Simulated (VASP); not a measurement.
# BN (P6_3/mmc) in VASP: dielectric tensor with PBE+D3(BJ)

Aim: the dielectric tensor of BN with PBE+D3(BJ).

Program: VASP 6.6.1. These are calculated values, not measurements. Logs are shortened: lines on timing, memory, paths and dates and some standing lists are left out, and cuts for length are marked.

**1. The structure**

Symmetry: P6_3/mmc, No. 194, hexagonal system. The conventional cell has a = 2.506 Å, b = 2.506 Å, c = 7.183 Å, α = 90.00°, β = 90.00°, γ = 120.00°. B (site symmetry -6m2) has 3 N at 1.45 Å as nearest neighbours. N (site symmetry -6m2) is surrounded by 3 B at 1.45 Å.

**2. Dielectric tensor, PBE+D3(BJ)**

Input file INCAR:

```
SYSTEM = BN
ALGO = Normal ; EDIFF = 1E-7
ENCUT = 520 ; GGA = PE
ISIF = 2 ; ISMEAR = 0
IVDW = 12 ; LASPH = .True.
LCHARG = .False. ; LEPSILON = .True.
LREAL = .False. ; LWAVE = .False.
NELM = 100 ; PREC = Accurate
SIGMA = 0.02
```

Input file KPOINTS:

```
k-points
0
Gamma
  3 3 1
  0 0 0
```

Input file POSCAR:

```
BN                                      
1.0
    2.5062865415      0.0000000000     -0.0000000000
   -1.2531432707      2.1705078093      0.0000000000
    0.0000000000     -0.0000000000      7.1826699889
  B               N             
     2     2
Direct
     0.3333333300000021    0.6666666699999979    0.2500000000000000
     0.6666666699999979    0.3333333300000021    0.7500000000000000
     0.3333333300000021    0.6666666699999979    0.7500000000000000
     0.6666666699999979    0.3333333300000021    0.2500000000000000
```

Potentials or basis: VASP PAW PBE potentials, release 64 (B, N).

Run with:

```
$ cat potpaw_PBE.64/B/POTCAR potpaw_PBE.64/N/POTCAR > POTCAR
$ mpirun -np 4 vasp_std > vasp.out
```

OUTCAR:

```text
SYSTEM = BN
   EDIFF = 1E-7
   ENCUT = 520
   GGA = PE
   ISIF = 2
   ISMEAR = 0
   IVDW = 12
   LASPH = .True.
   LEPSILON = .True.
   LREAL = .False.
   NELM = 100
   PREC = Accurate
 IVDW          = 12

 ion  position               nearest neighbor table
   1  0.333  0.667  0.250-   4 1.45   4 1.45   4 1.45
   2  0.667  0.333  0.750-   3 1.45   3 1.45   3 1.45
   3  0.333  0.667  0.750-   2 1.45   2 1.45   2 1.45
   4  0.667  0.333  0.250-   1 1.45   1 1.45   1 1.45

  LATTYP: Found a hexagonal cell.
 ALAT       =     2.5062865415
 C/A-ratio  =     2.8658614528

  Lattice vectors:

 A1 = (   2.5062865415,   0.0000000000,   0.0000000000)
 A2 = (  -1.2531432707,   2.1705078093,   0.0000000000)
 A3 = (   0.0000000000,   0.0000000000,   7.1826699889)

Analysis of symmetry for initial positions (statically):
=====================================================================
 Subroutine PRICEL returns:
 Original cell was already a primitive cell.

 Routine SETGRP: Setting up the symmetry group for a
 hexagonal supercell.

 Subroutine GETGRP returns: Found 24 space group operations
 (whereof 12 operations were pure point group operations)
 out of a pool of 24 trial point group operations.

The static configuration has the point symmetry D_3d.
 The point group associated with its full space group is D_6h.

Analysis of symmetry for dynamics (positions and initial velocities):
=====================================================================
 Subroutine PRICEL returns:
 Original cell was already a primitive cell.

 Routine SETGRP: Setting up the symmetry group for a
 hexagonal supercell.

 Subroutine GETGRP returns: Found 24 space group operations
 (whereof 12 operations were pure point group operations)
 out of a pool of 24 trial point group operations.

The dynamic configuration has the point symmetry D_3d.
 The point group associated with its full space group is D_6h.

 Subroutine INISYM returns: Found 24 space group operations
 (whereof 12 operations are pure point group operations),
 and found     1 'primitive' translations

----------------------------------------------------------------------------------------

                                     Primitive cell

  volume of cell :      39.0731

  direct lattice vectors                    reciprocal lattice vectors
     2.506286542  0.000000000  0.000000000     0.398996676  0.230360839  0.000000000
    -1.253143271  2.170507809  0.000000000     0.000000000  0.460721678  0.000000000
     0.000000000  0.000000000  7.182669989     0.000000000  0.000000000  0.139223994

  length of vectors
     2.506286542  2.506286537  7.182669989     0.460721677  0.460721678  0.139223994

  position of ions in fractional coordinates (direct lattice)
     0.333333330  0.666666670  0.250000000
     0.666666670  0.333333330  0.750000000
     0.333333330  0.666666670  0.750000000
     0.666666670  0.333333330  0.250000000

  ion indices of the primitive-cell ions
   primitive index   ion index
                 1           1
                 2           2
                 3           3
                 4           4

----------------------------------------------------------------------------------------

 KPOINTS: k-points

Automatic generation of k-mesh.
 Grid dimensions read from file:
 generate k-points for:    3    3    1

 Generating k-lattice:

  Cartesian coordinates                     Fractional coordinates (reciprocal lattice)
     0.132998892  0.076786946  0.000000000     0.333333333 -0.000000000  0.000000000
     0.000000000  0.153573893  0.000000000     0.000000000  0.333333333  0.000000000
     0.000000000  0.000000000  0.139223994     0.000000000  0.000000000  1.000000000

  Length of vectors
     0.153573892  0.153573893  0.139223994

  Shift w.r.t. Gamma in fractional coordinates (k-lattice)
     0.000000000  0.000000000  0.000000000
[... 69 lines left out ...]

 number of electron      15.9999998 magnetization

 E-fermi :   1.8205     XC(G=0):  -9.5260

 val. band max:        1.7003434448   @ k =   0.3333   0.3333   0.0000
 cond. band min:       6.4297324002   @ k =   0.3333   0.3333   0.0000
 fundamental gap:      4.7293889553
 Fermi energy:         1.8204590118

 k-point     1 :       0.0000    0.0000    0.0000
  band No.  band energies     occupation
      1     -15.9992      2.00000
      2     -15.8403      2.00000
      3      -4.2033      2.00000
      4      -2.7654      2.00000
      5       0.4037      2.00000
      6       0.4037      2.00000
      7       0.4200      2.00000
      8       0.4200      2.00000
      9       6.5320      0.00000
     10      11.1022      0.00000
     11      13.2480      0.00000
     12      13.2510      0.00000
[... 16 lines left out ...]
 k-point     3 :       0.3333    0.3333    0.0000
  band No.  band energies     occupation
      1     -12.2473      2.00000
      2     -12.2473      2.00000
      3      -6.2079      2.00000
      4      -6.1228      2.00000
      5      -5.4325      2.00000
      6      -5.4325      2.00000
      7       1.7003      2.00000
      8       1.7003      2.00000
      9       6.4297      0.00000
     10       6.4297      0.00000
     11      12.6915      0.00000
     12      14.8351      0.00000

  FORCE on cell =-STRESS in cart. coord.  units (eV):
  Direction    XX          YY          ZZ          XY          YZ          ZX
  --------------------------------------------------------------------------------------
  -------------------------------------------------------------------------------------
  Total       0.00295     0.00295     0.00536     0.00000     0.00000     0.00000
  in kB       0.12082     0.12082     0.21967     0.00000     0.00000     0.00000
  external pressure =        0.15 kB  Pullay stress =        0.00 kB

 VOLUME and BASIS-vectors are now :
 -----------------------------------------------------------------------------
  energy-cutoff  :      520.00
  volume of cell :       39.07
      direct lattice vectors                 reciprocal lattice vectors
     2.506286542  0.000000000  0.000000000     0.398996676  0.230360839  0.000000000
    -1.253143271  2.170507809  0.000000000     0.000000000  0.460721678  0.000000000
     0.000000000  0.000000000  7.182669989     0.000000000  0.000000000  0.139223994

 POSITION                                       TOTAL-FORCE (eV/Angst)
 -----------------------------------------------------------------------------------
     -0.00000      1.44701      1.79567        -0.000000      0.000000      0.000000
      1.25314      0.72350      5.38700         0.000000      0.000000      0.000000
     -0.00000      1.44701      5.38700         0.000000      0.000000      0.000000
      1.25314      0.72350      1.79567        -0.000000      0.000000      0.000000
 -----------------------------------------------------------------------------------
    total drift:                               -0.000002      0.000001      0.000000

  FREE ENERGIE OF THE ION-ELECTRON SYSTEM (eV)
  ---------------------------------------------------
  free  energy   TOTEN  =       -35.4453470387 eV

  energy  without entropy=      -35.4453470387  energy(sigma->0) =      -35.44534704

 HEAD OF MICROSCOPIC STATIC DIELECTRIC TENSOR (INDEPENDENT PARTICLE, excluding Hartree and local field effects)
 ------------------------------------------------------
           5.205309     0.000000     0.000000
           0.000000     5.205309     0.000000
           0.000000     0.000000     2.935783
 ------------------------------------------------------

 Free energy of the ion-electron system (eV)
  ---------------------------------------------------
  ---------------------------------------------------
  free energy    TOTEN  =        -0.47553671 eV

  energy without entropy =       -0.47553671

------------------------ aborting loop because EDIFF is reached ----------------------------------------

 Edisp (eV)   -0.51186

 E8    (eV) :    -0.1485
[... 7 lines left out ...]
 E8    (eV) :    -0.1485

--------------------------------------- Ionic step        3  -------------------------------------------

 Free energy of the ion-electron system (eV)
  ---------------------------------------------------
  ---------------------------------------------------
  free energy    TOTEN  =        -0.19234706 eV

  energy without entropy =       -0.19234706

------------------------ aborting loop because EDIFF is reached ----------------------------------------

 Edisp (eV)   -0.51186

 E8    (eV) :    -0.1485

 PIEZOELECTRIC TENSOR FIELD DIRECTION 3  (e Angst)
 -----------------------------------------------------------------------------
    -0.00000  0.00000  0.00000           ( -0.00000 -0.00000  0.00000)
    -0.00000 -0.00000  0.00000           ( -0.00000 -0.00000 -0.00000)
     0.00000 -0.00000 -0.00000           (  0.00000 -0.00000 -0.00000)

 PIEZOELECTRIC TENSOR FIELD DIRECTION 3  (C/m^2)
 -----------------------------------------------------------------------------
    -0.00000  0.00000  0.00000
    -0.00000 -0.00000  0.00000
     0.00000 -0.00000 -0.00000

 MACROSCOPIC STATIC DIELECTRIC TENSOR (including local field effects in DFT)
 ------------------------------------------------------
           5.113838     0.000000    -0.000000
           0.000000     5.113838     0.000000
          -0.000000     0.000000     2.566311
 ------------------------------------------------------

 PIEZOELECTRIC TENSOR (including local field effects)  for field in x, y, z        (e  Angst)
          XX          YY          ZZ          XY          YZ          ZX
  --------------------------------------------------------------------------------
  x     0.00000     0.00000     0.00000     0.00000     0.00000     0.00000
  y     0.00000     0.00000     0.00000     0.00000     0.00000     0.00000
  z     0.00000     0.00000     0.00000     0.00000     0.00000     0.00000

 PIEZOELECTRIC TENSOR (including local field effects)  for field in x, y, z        (C/m^2)
          XX          YY          ZZ          XY          YZ          ZX
  --------------------------------------------------------------------------------
  x     0.00000     0.00000     0.00000     0.00000     0.00000     0.00000
  y     0.00000     0.00000     0.00000     0.00000     0.00000     0.00000
  z     0.00000     0.00000     0.00000     0.00000     0.00000     0.00000

 BORN EFFECTIVE CHARGES (including local field effects) (in |e|, cummulative output)
 ---------------------------------------------------------------------------------
 ion    1
    1     3.06584     0.00000     0.00000
    2     0.00000     3.06584     0.00000
    3     0.00000     0.00000     0.60723
 ion    2
    1     3.06584     0.00000     0.00000
    2     0.00000     3.06584     0.00000
    3    -0.00000     0.00000     0.60723
 ion    3
    1    -3.06584    -0.00000    -0.00000
    2    -0.00000    -3.06584     0.00000
    3    -0.00000     0.00000    -0.60723
 ion    4
    1    -3.06584    -0.00000     0.00000
    2    -0.00000    -3.06584     0.00000
    3    -0.00000     0.00000    -0.60723
```

Wall time 7.4 s (4 MPI ranks of Intel Xeon Platinum 8488C (Sapphire Rapids), shared host); peak memory 0.12 GiB.

What came out:

| Quantity | Value |
| --- | --- |
| Band gap on the k mesh | 4.73 eV, direct |
| Electronic dielectric tensor (diagonal) | 5.11, 5.11, 2.57 |
| Born charges (mean of the diagonal) | B +2.25; N -2.25 e |
| Dispersion energy per atom | -0.128 eV |

Electronic dielectric tensor:
```
5.11 0.00 0.00
0.00 5.11 0.00
0.00 0.00 2.57
```

Born effective charge tensors (e):
atom 1, B
```
3.07 0.00 0.00
0.00 3.07 0.00
0.00 0.00 0.61
```
atom 2, B
```
3.07 0.00 0.00
0.00 3.07 0.00
0.00 0.00 0.61
```
atom 3, N
```
-3.07  0.00  0.00
 0.00 -3.07  0.00
 0.00  0.00 -0.61
```
atom 4, N
```
-3.07  0.00  0.00
 0.00 -3.07  0.00
 0.00  0.00 -0.61
```

Caveat: the k mesh is coarse (spacing up to 0.96 Å⁻¹), so the values aren't converged; an odd mesh through Γ misses points on the zone boundary, where band edges often lie.
